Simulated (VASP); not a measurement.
# CdS (F-43m) in VASP: phonons with PBE

Aim: the phonons of CdS with PBE.

Everything below comes from runs of VASP 6.6.1. Logs are shortened: lines on timing, memory, paths and dates and some standing lists are left out, and cuts for length are marked.

## (1) Starting point

The structure is cubic, space group F-43m (No. 216). The conventional cell has a = 5.833 Å, b = 5.833 Å, c = 5.833 Å, α = 90.00°, β = 90.00°, γ = 90.00°. Cd (site symmetry -43m) is surrounded by 4 S at 2.53 Å. Around S (site symmetry -43m) lie 4 Cd at 2.53 Å.

## (2) Phonons, PBE

The input, POSCAR:

```
CdS
1.0
    0.0000000000      2.9165000000      2.9165000000
    2.9165000000      0.0000000000      2.9165000000
    2.9165000000      2.9165000000      0.0000000000
Cd S
1 1
Direct
    0.0000000000      0.0000000000      0.0000000000
    0.2500000000      0.2500000000      0.2500000000
```

The input, INCAR.step1:

```
SYSTEM = CdS
ALGO = Normal
EDIFF = 1E-8
EDIFFG = -0.002
ENCUT = 600
GGA = PE
IBRION = 2
ISIF = 3
ISMEAR = 0
LASPH = .TRUE.
LCHARG = .FALSE.
LREAL = .FALSE.
LWAVE = .FALSE.
NELM = 60
NSW = 40
PREC = Accurate
SIGMA = 0.02
```

The input, INCAR.step2:

```
SYSTEM = CdS
ALGO = Normal
EDIFF = 1E-8
ENCUT = 600
GGA = PE
IBRION = 8
ISIF = 2
ISMEAR = 0
LASPH = .TRUE.
LCHARG = .FALSE.
LREAL = .FALSE.
LWAVE = .FALSE.
NELM = 60
NSW = 1
PREC = Accurate
SIGMA = 0.02
```

The input, KPOINTS:

```
k-points
0
G
  8 8 8
  0 0 0
```

Potentials or basis: VASP PAW PBE potentials, release 64 (Cd, S).

The run is started by

```console
$ cat potpaw_PBE.64/Cd/POTCAR potpaw_PBE.64/S/POTCAR > POTCAR
$ cp INCAR.step1 INCAR
$ mpirun -np 1 vasp_std > vasp.out
$ cp CONTCAR POSCAR
$ cp INCAR.step2 INCAR
$ mpirun -np 1 vasp_std > vasp.out
```

OUTCAR:

```text
SYSTEM = CdS
   EDIFF = 1E-8
   ENCUT = 600
   GGA = PE
   IBRION = 8
   ISIF = 2
   ISMEAR = 0
   LASPH = .TRUE.
   LREAL = .FALSE.
   NELM = 60
   NSW = 1
   PREC = Accurate

 ion  position               nearest neighbor table
   1  0.000  0.000  0.000-   2 2.57   2 2.57   2 2.57   2 2.57
   2  0.250  0.250  0.250-   1 2.57   1 2.57   1 2.57   1 2.57

  LATTYP: Found a face centered cubic cell.
 ALAT       =     5.9361001784

  Lattice vectors:

 A1 = (   0.0000000000,   2.9680500892,   2.9680500892)
 A2 = (   2.9680500892,   0.0000000000,   2.9680500892)
 A3 = (   2.9680500892,   2.9680500892,   0.0000000000)

Analysis of symmetry for initial positions (statically):
=====================================================================
 Subroutine PRICEL returns:
 Original cell was already a primitive cell.

 Routine SETGRP: Setting up the symmetry group for a
 face centered cubic supercell.

 Subroutine GETGRP returns: Found 24 space group operations
 (whereof 24 operations were pure point group operations)
 out of a pool of 48 trial point group operations.

The static configuration has the point symmetry T_d .

Analysis of symmetry for dynamics (positions and initial velocities):
=====================================================================
 Subroutine PRICEL returns:
 Original cell was already a primitive cell.

 Routine SETGRP: Setting up the symmetry group for a
 face centered cubic supercell.

 Subroutine GETGRP returns: Found 24 space group operations
 (whereof 24 operations were pure point group operations)
 out of a pool of 48 trial point group operations.

The dynamic configuration has the point symmetry T_d .

 Subroutine INISYM returns: Found 24 space group operations
 (whereof 24 operations are pure point group operations),
 and found     1 'primitive' translations

----------------------------------------------------------------------------------------

                                     Primitive cell

  volume of cell :      52.2930

  direct lattice vectors                    reciprocal lattice vectors
     0.000000000  2.968050089  2.968050089    -0.168460769  0.168460769  0.168460769
     2.968050089  0.000000000  2.968050089     0.168460769 -0.168460769  0.168460769
     2.968050089  2.968050089  0.000000000     0.168460769  0.168460769 -0.168460769

  length of vectors
     4.197456690  4.197456690  4.197456690     0.291782611  0.291782611  0.291782611

  position of ions in fractional coordinates (direct lattice)
     0.000000000  0.000000000  0.000000000
     0.250000000  0.250000000  0.250000000

  ion indices of the primitive-cell ions
   primitive index   ion index
                 1           1
                 2           2

----------------------------------------------------------------------------------------

 KPOINTS: k-points

Automatic generation of k-mesh.
 Grid dimensions read from file:
 generate k-points for:    8    8    8

 Generating k-lattice:

  Cartesian coordinates                     Fractional coordinates (reciprocal lattice)
    -0.021057596  0.021057596  0.021057596     0.125000000  0.000000000  0.000000000
     0.021057596 -0.021057596  0.021057596     0.000000000  0.125000000  0.000000000
     0.021057596  0.021057596 -0.021057596     0.000000000  0.000000000  0.125000000

  Length of vectors
     0.036472826  0.036472826  0.036472826

  Shift w.r.t. Gamma in fractional coordinates (k-lattice)
     0.000000000  0.000000000  0.000000000

 Subroutine IBZKPT returns following result:
 ===========================================
[... 88 lines left out ...]

 number of electron      17.9999999 magnetization

 Free energy of the ion-electron system (eV)
  ---------------------------------------------------
  ext. energy  EPLUGINS =         0.00000000
  ---------------------------------------------------
  free energy    TOTEN  =        -6.14733041 eV

  energy without entropy =       -6.14733041  energy(sigma->0) =       -6.14733041

 E-fermi :   0.9997     XC(G=0):  -8.9057

 val. band max:        0.8787363701   @ k =   0.0000   0.0000   0.0000
 cond. band min:       1.9116547763   @ k =   0.0000   0.0000   0.0000
 fundamental gap:      1.0329184062
 Fermi energy:         0.9996570216

 k-point     1 :       0.0000    0.0000    0.0000
  band No.  band energies     occupation
      1     -11.1824      2.00000
      2      -6.6756      2.00000
      3      -6.6756      2.00000
      4      -6.6756      2.00000
      5      -6.2643      2.00000
      6      -6.2643      2.00000
      7       0.8787      2.00000
      8       0.8787      2.00000
      9       0.8787      2.00000
     10       1.9117      0.00000
     11       7.4293      0.00000
     12       7.4293      0.00000
     13       7.4293      0.00000
[... 354 lines left out ...]
  band No.  band energies     occupation
      1     -10.7472      2.00000
      2      -6.5321      2.00000
      3      -6.5003      2.00000
      4      -6.2842      2.00000
      5      -6.2407      2.00000
      6      -5.8296      2.00000
      7      -2.9558      2.00000
      8      -0.8959      2.00000
      9      -0.2250      2.00000
     10       5.1050      0.00000
     11       6.7255      0.00000
     12       7.9999      0.00000
     13       9.1467      0.00000

 [... further k-points ...]

------------------------ aborting loop because EDIFF is reached ----------------------------------------

  FORCE on cell =-STRESS in cart. coord.  units (eV):
  Direction    XX          YY          ZZ          XY          YZ          ZX
  --------------------------------------------------------------------------------------
  -------------------------------------------------------------------------------------
  Total        0.0008364      0.0008364      0.0008364      0.0000000      0.0000000      0.0000000
  in kB        0.0256250      0.0256250      0.0256250      0.0000000      0.0000000      0.0000000
  external PRESSURE =       0.0256250 kB  Pullay stress =       0.0000000 kB

 VOLUME and BASIS-vectors are now :
 -----------------------------------------------------------------------------
  energy-cutoff  :      600.00
  volume of cell :       52.29
      direct lattice vectors                 reciprocal lattice vectors
     0.000000000  2.968050089  2.968050089    -0.168460769  0.168460769  0.168460769
     2.968050089  0.000000000  2.968050089     0.168460769 -0.168460769  0.168460769
     2.968050089  2.968050089  0.000000000     0.168460769  0.168460769 -0.168460769

 POSITION                                       TOTAL-FORCE (eV/Angst)
 -----------------------------------------------------------------------------------
      0.00000      0.00000      0.00000        -0.000000     -0.000000      0.000000
      1.48403      1.48403      1.48403         0.000000      0.000000     -0.000000
 -----------------------------------------------------------------------------------
    total drift:                               -0.000000     -0.000000     -0.000000

  FREE ENERGIE OF THE ION-ELECTRON SYSTEM (eV)
  ---------------------------------------------------
  free  energy   TOTEN  =        -6.1473304085 eV

  energy  without entropy=       -6.1473304085  energy(sigma->0) =       -6.14733041

[... ionic steps 2 to 3 ...]

--------------------------------------- Ionic step        4  -------------------------------------------

------------------------ aborting loop because EDIFF is reached ----------------------------------------

[... ionic steps 5 to 6 ...]

--------------------------------------- Ionic step        7  -------------------------------------------

 Free energy of the ion-electron system (eV)
  ---------------------------------------------------
  ---------------------------------------------------
  free energy    TOTEN  =        -0.10801396 eV

  energy without entropy =       -0.10801396

------------------------ aborting loop because EDIFF is reached ----------------------------------------

 INTERNAL STRAIN TENSOR  FOR ION    2  DIRECTION 1   (eV/Angst):
 -----------------------------------------------------------------------------
     0.01100  0.00000  0.00000
     0.00000 -0.00243 -5.18423
     0.00000 -5.18423 -0.00243

 INTERNAL STRAIN TENSOR FOR ION    2 for displacements in x,y,z  (eV/Angst):
          X           Y           Z          XY          YZ          ZX
  --------------------------------------------------------------------------------
  x     0.00000    -0.00000    -0.00000     0.00000    -5.18423     0.00000
  y     0.00000     0.00000     0.00000     0.00000     0.00000    -5.18423
  z    -0.00000    -0.00000     0.00000    -5.18423     0.00000     0.00000

 SECOND DERIVATIVES (NOT SYMMETRIZED)
 ------------------------------------
               1X          1Y          1Z          2X          2Y          2Z
  1X    -4.309351    0.000000    0.000000    4.309351    0.000000    0.000000
  1Y     0.000000   -4.309351    0.000000    0.000000    4.309351    0.000000
  1Z     0.000000    0.000000   -4.309351    0.000000    0.000000    4.309351
  2X     4.311193    0.000000    0.000000   -4.311193    0.000000    0.000000
  2Y     0.000000    4.311193    0.000000    0.000000   -4.311193    0.000000
  2Z     0.000000    0.000000    4.311193    0.000000    0.000000   -4.311193

 Eigenvectors and eigenvalues of the dynamical matrix
 ----------------------------------------------------

   1 f  =    6.498325 THz    40.830181 2PiTHz  216.760796 cm-1    26.874901 meV
             X         Y         Z           dx          dy          dz
      0.000000  0.000000  0.000000     0.000000    0.471032    0.000000
      1.484025  1.484025  1.484025     0.000000   -0.882116    0.000000
[... 21 lines left out ...]
   6 f/i=    0.000577 THz     0.003627 2PiTHz    0.019255 cm-1     0.002387 meV
             X         Y         Z           dx          dy          dz
      0.000000  0.000000  0.000000     0.000000    0.000000    0.882116
      1.484025  1.484025  1.484025     0.000000    0.000000    0.471032

--------------------------------------------------------------------------------------------------------

 ELASTIC MODULI CONTR FROM IONIC RELAXATION (kBar)
 Direction    XX          YY          ZZ          XY          YZ          ZX
 --------------------------------------------------------------------------------
 XX          -0.0000     -0.0000     -0.0000     -0.0000      0.0000      0.0000
 YY          -0.0000     -0.0000     -0.0000     -0.0000     -0.0000      0.0000
 ZZ          -0.0000     -0.0000     -0.0000      0.0000     -0.0000      0.0000
 XY          -0.0000     -0.0000      0.0000   -194.6090      0.0000      0.0000
 YZ           0.0000     -0.0000     -0.0000      0.0000   -194.6090      0.0000
 ZX           0.0000      0.0000      0.0000      0.0000      0.0000   -194.6090
 --------------------------------------------------------------------------------
```

Run time: 4.6 min. Hardware: 1 thread of Intel Xeon Platinum 8488C (Sapphire Rapids), shared host; peak memory 0.38 GiB.

What came out:

- Relaxed volume: 26.15 Å³/atom
- Relaxed cell: a = 4.197 Å, b = 4.197 Å, c = 4.197 Å, α = 60.00°, β = 60.00°, γ = 60.00°
- Space group after relaxing (to 0.05 Å): F-43m (No. 216)
- Highest phonon frequency at Γ, LO-TO splitting left out: 217 cm⁻¹

The path:
```tsv
step	energy change (eV)	largest force (eV/Å)	pressure (GPa)	volume (Å³)
1	0.0000	0.0000	3.18	49.62
2	-0.0226	0.0000	-0.90	53.23
3	-0.0253	0.0000	0.01	52.29
```

Final structure:
```yaml
crystal:
  lattice:
    - [0.00000, 2.96805, 2.96805]
    - [2.96805, 0.00000, 2.96805]
    - [2.96805, 2.96805, 0.00000]
  atoms:
    - { symbol: Cd, position: [0.00000, 0.00000, 0.00000] }
    - { symbol: S, position: [0.25000, 0.25000, 0.25000] }
```

Phonon frequencies in cm⁻¹ (negative: imaginary):
```
              q point        frequencies
(0.000, 0.000, 0.000)  0 0 0 217 217 217
```
